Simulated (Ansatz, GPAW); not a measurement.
Given: the input of a run of GPAW 26.7.0 (ASE script) on PbSe (Clausthalite). 

Contents of run.py:

```python
from ase.dft.bandgap import bandgap
from ase.io import read, write
from ase.units import GPa
from gpaw import GPAW, PW

atoms = read('PbSe.xyz')

calc = GPAW(mode=PW(600),
            xc='PBE',
            kpts={'size': (8, 8, 8), 'gamma': True},
            occupations={'name': 'methfessel-paxton', 'order': 0, 'width': 0.015},
            nbands=19,
            convergence={'density': 1e-05, 'energy': 1e-05},
            maxiter=150,
            txt='gpaw.txt')
atoms.calc = calc
energy = atoms.get_potential_energy()
forces = atoms.get_forces()
stress = atoms.get_stress()
calc.write('gs.gpw')
write('result.traj', atoms)
print(f'Energy: {energy:.6f} eV')
print('Forces (eV/A):')
print(forces.round(4))
print('Stress (GPa):', (stress / GPa).round(3))
print('Fermi level:', round(calc.get_fermi_level(), 4), 'eV')
print(f'Gap: {bandgap(calc)[0]:.4f} eV, direct: {bandgap(calc, direct=True)[0]:.4f} eV')
```

PbSe.xyz

```xyz
2
Lattice="0.0000000000 3.0606500000 3.0606500000 3.0606500000 0.0000000000 3.0606500000 3.0606500000 3.0606500000 0.0000000000" Properties=species:S:1:pos:R:3 pbc="T T T"
Pb     0.0000000000      0.0000000000      0.0000000000
Se     3.0606500000      3.0606500000      3.0606500000
```

Potentials or basis: GPAW PAW data sets (gpaw-data 1.2.1), pw.

Command:

```console
$ OMP_NUM_THREADS=1 python run.py
```

Q: Set up the same calculation for Ansatz 0.2.0. Potentials or basis there: all-electron LAPW, scalar-relativistic.

A: As run (cutoffs and basis follow the program's own potentials, and thresholds, step limits or extra output files can differ):

File input.yaml:

```yaml
crystal:
  lattice:
    - [0.0, 3.06065, 3.06065]
    - [3.06065, 0.0, 3.06065]
    - [3.06065, 3.06065, 0.0]
  atoms:
    - { symbol: Pb, position: [0.0, 0.0, 0.0] }
    - { symbol: Se, position: [0.5, 0.5, 0.5] }
kpoints:
  mp_grid: { grid: [8, 8, 8] }
scf:
  occupations: { method: gaussian, width: 0.015 }
hamiltonian:
  xc: pbe
  pseudopotentials: { kind: all_electron, lapw: { basis_error: 0.001 } }
output:
  forces: true
  stress: true
  eigenvalues: true
```

Potentials or basis: all-electron LAPW, scalar-relativistic.

Command:

```console
$ ansatz run input.yaml --threads 1 --pin off --max-ram 3072MiB --backend cpu --events-out ev --progress --plain --runs-dir out
```

Both were run:

|  | GPAW | Ansatz |
| --- | --- | --- |
| Pressure | 2.2 GPa | 2.4 GPa |

Where Ansatz's input types no cutoff or centring, it takes its own default and a Γ-centred mesh.

Pressure is positive in compression.
